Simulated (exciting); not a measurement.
**TaN: optical spectrum with RPBE**

Crystal: TaN.

```xyz
2
Lattice="0.0000 2.1790 2.1790 2.1790 0.0000 2.1790 2.1790 2.1790 0.0000" Properties=species:S:1:pos:R:3 pbc="T T T"
Ta    2.1790    2.1790    2.1790
N     0.0000    0.0000    0.0000
```

```
Program                                  : exciting (release sodium)
Task                                     : optical spectrum
Functional                               : RPBE
Potentials or basis                      : all-electron LAPW+lo, shipped species files, valence relativity iora*
rgkmax                                   : 6.5
k mesh                                   : 8 × 8 × 8, shifted
Occupations                              : fermi-dirac, width 0.01 eV
Spin                                     : no spin polarisation
outputlevel                              : normal
Top of the spectrum (Ha)                 : 0.8 Ha
Broadening (Ha)                          : 0.02 Ha
gmaxvr (cutoff of density and potential) : 14 1/bohr
lmaxapw (and lmaxmat)                    : 10
lmaxvr                                   : 9
nempty                                   : 32
Valence relativity                       : iora*
epsengy                                  : 1e-05 Ha
epspot                                   : 1e-05 Ha
maxscl                                   : 60
Muffin-tin radii                         : Ta 2.3, N 1.45 bohr
```

```json
{
 "All electrons inside the program's atomic spheres": "Ta 70.33; N 5.53 (radii Ta 2.3, N 1.45 bohr)"
}
```

Levels at points of the mesh, in eV from the Fermi level:
```csv
k point,band 14,band 15,band 16,band 17,band 18,band 19
"(0.06, 0.06, 0.06)",-4.27,-4.27,-2.01,-2.01,-1.94,0.49
```

Dielectric function (mean over the directions given):
```
energy (eV)  real part  imaginary part
       0.33      68.48           92.98
       0.98      -9.27           35.16
       1.63      -4.59           13.50
       2.29      -1.28            7.00
       2.94       1.40            4.29
       3.70       3.52            3.56
       4.35       4.77            3.55
       5.01       5.25            4.24
       5.66       5.54            4.89
       6.31       4.96            5.84
       7.08       4.14            6.44
       7.73       3.40            6.52
       8.38       2.88            6.60
       9.03       1.87            6.73
       9.69       1.06            6.48
      10.45       0.27            5.96
      11.10      -0.22            5.60
      11.76      -0.87            5.20
      12.41      -1.60            4.51
      13.06      -1.90            3.15
      13.82      -1.18            2.34
      14.48      -0.98            1.99
      15.13      -0.57            1.74
      15.78      -0.46            1.62
      16.44      -0.19            1.37
      17.20       0.04            1.46
      17.85       0.02            1.42
      18.50       0.13            1.26
      19.16       0.25            1.24
      19.92       0.41            1.21
```

Wall time 2.6 min on 1 thread of AMD EPYC 7R43 64-Core Processor (Zen 3), with other jobs on the host, peak memory 0.44 GiB.

Caveat: the intraband (Drude) term of the metal is left out; spectra need much finer meshes, so this one isn't converged; independent-particle spectra lack excitons. Spin-orbit coupling is left out, which matters for the levels of Ta.
